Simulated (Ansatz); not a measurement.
Input and command of a calculation in Ansatz (plane waves; scalar-relativistic PAW potentials unless the input names others):

```yaml
crystal:
  lattice:
    - [2.4962593862, 0.0022361069, -0.2361958371]
    - [-1.2388848032, 2.1671381125, 0.2361805288]
    - [-0.9329202644, -0.9083288476, 3.4138234727]
  atoms:
    - { symbol: B, position: [0.9909788308, 0.9913936691, -0.0062415001] }
    - { symbol: "N", position: [0.6571701692, 0.3244903309, 0.9930465001] }
basis:
  ecutwfc: 420
kpoints:
  mp_grid: { grid: [12, 12, 12] }
hamiltonian:
  xc: pbe
  dispersion: d3bj
scf:
  occupations: { method: fixed }
  lower_state_search: "off"
  initial_density: { chi_scale: 0.1 }
output:
  forces: true
  eigenvalues: true
  stress: true
```

```bash
ansatz run input.yaml --threads 1 --pin off --max-ram 3072MiB --backend cpu --events-out ev --progress --plain --runs-dir out
```

Abridged log:
```
Pseudopotentials: kind: paw
Pseudopotential: B, paw, valence charge 3, recommended cutoff 420 eV (normal)
Pseudopotential: N, paw, valence charge 5, recommended cutoff 420 eV (normal)
Functional definition: PBE
Crystal: 2 atoms, lattice volume = 18.269 Å³
Basis set: ecut = 420 eV, 359 PW (Γ), exchange–correlation on 36×36×50 points (8 copies of the dense FFT grid, shifted against one another)
Bands: 8, of which v1, the nominal top of the filled ones, is band 4 counted from 1 (3 counted from 0)
Symmetry: 2 space group operations
Space group: Cm (ITA 8), of the structure as read, at distance tolerance 2.6e-5 Å
k-points: 476 of 1728 (time reversal used)
Initial density: superposition of atomic densities (chi_scale 0.1, normalization cell, long waves kept (reshape's long-wave potential 0.01 eV rms))
Initial wavefunctions: pseudopotential atomic-orbital guess
Functional: x = pbe(κ = 0.804, μ = 0.21951497), c = pbe(β = 0.06672455)
SCF iter   1: F=—  HF=-544.020300 eV  |F-HF|=—  |Δ(HF+E_count)|=         —  Δρ=1.44e-1  dr2=3.78e0  ethr=3.10e-3  ⟨swp⟩=4.0  Hψ=22506  notcnv=0  defer=612
SCF iter   2: F=—  HF=-542.819898 eV  |F-HF|=—  |Δ(HF+E_count)|=    1.20e0  Δρ=6.97e-2  dr2=4.71e-1  ethr=3.10e-3  ⟨swp⟩=2.9  Hψ=11841  notcnv=0  defer=808
SCF iter   3: F=—  HF=-542.694515 eV  |F-HF|=—  |Δ(HF+E_count)|=   1.25e-1  Δρ=2.31e-2  dr2=5.64e-2  ethr=3.10e-3  ⟨swp⟩=2.2  Hψ=7650  notcnv=0  defer=888
SCF iter   4: F=—  HF=-542.686914 eV  |F-HF|=—  |Δ(HF+E_count)|=   7.60e-3  Δρ=8.61e-3  dr2=7.73e-3  ethr=7.05e-4  ⟨swp⟩=1.5  Hψ=6183  notcnv=0  defer=940
SCF iter   5: F=—  HF=-542.686248 eV  |F-HF|=—  |Δ(HF+E_count)|=   6.67e-4  Δρ=1.39e-3  dr2=1.91e-4  ethr=9.66e-5  ⟨swp⟩=3.1  Hψ=6961  notcnv=0  defer=945
SCF iter   6: F=—  HF=-542.686269 eV  |F-HF|=—  |Δ(HF+E_count)|=   2.12e-5  Δρ=1.53e-4  dr2=2.76e-6  ethr=2.39e-6  ⟨swp⟩=2.7  Hψ=6067  notcnv=0  defer=926
SCF iter   7: F=—  HF=-542.686276 eV  |F-HF|=—  |Δ(HF+E_count)|=   7.77e-6  Δρ=6.47e-6  dr2=5.10e-9  ethr=1.25e-9  ⟨swp⟩=4.9  Hψ=24128  notcnv=0
SCF iter   8: F=-542.686276 eV  HF=-542.686276 eV  |F-HF|=9.48e-11  |Δ(HF+E_count)|=   4.39e-9  Δρ=8.71e-7  dr2=1.64e-10  ethr=6.38e-11  ⟨swp⟩=1.8  Hψ=12035  notcnv=0
SCF 1 converged in 8 iterations: F = -542.686276 eV  dr2 = 1.64e-10
SCF converged after 8 iterations
Free energy (F): -542.686276 eV
Harris-Foulkes:  -542.686276 eV  (|F-HF|=9.48e-11)
Internal energy: -542.686276 eV  (E = F + TS)
E sigma→0 (E₀):  -542.686276 eV
Fermi energy:    4.587992 eV
  E_disp       = -0.278085  (pairwise vdW)
--- Forces (eV/Å), atoms counted from 1 ---
  atom   1  B     -0.00004569     0.00002648    -0.00015715
  atom   2  N      0.00004903    -0.00002842     0.00019251
--- Stress (GPa, compression-positive) ---
       -0.495039       0.000309      -0.002292
        0.000309      -0.494686       0.001328
       -0.002225       0.001290      -0.482918
  P = ⅓ Tr σ = -0.4909 GPa (-4.909 kbar)
```

Apart from outputs, empty bands and the relaxation, which only the reference makes, the input differs from a reference run on usual settings in scf.lower_state_search: not typed → "off"; scf.initial_density.chi_scale: not typed → 0.1. The reference, at the same geometry, ended its own course with pressure -0.49 GPa, largest force 0.000 eV/Å, gap on the mesh 4.26 eV. This run converged in 8 SCF iterations with an energy at zero smearing within 0.01 meV/atom of the reference's, pressure -0.49 GPa, largest force 0.000 eV/Å, gap on the mesh 4.26 eV.

It took 6.2 s on 1 thread of AMD EPYC 7R43 64-Core Processor (Zen 3) (shared host), peak memory 0.41 GiB.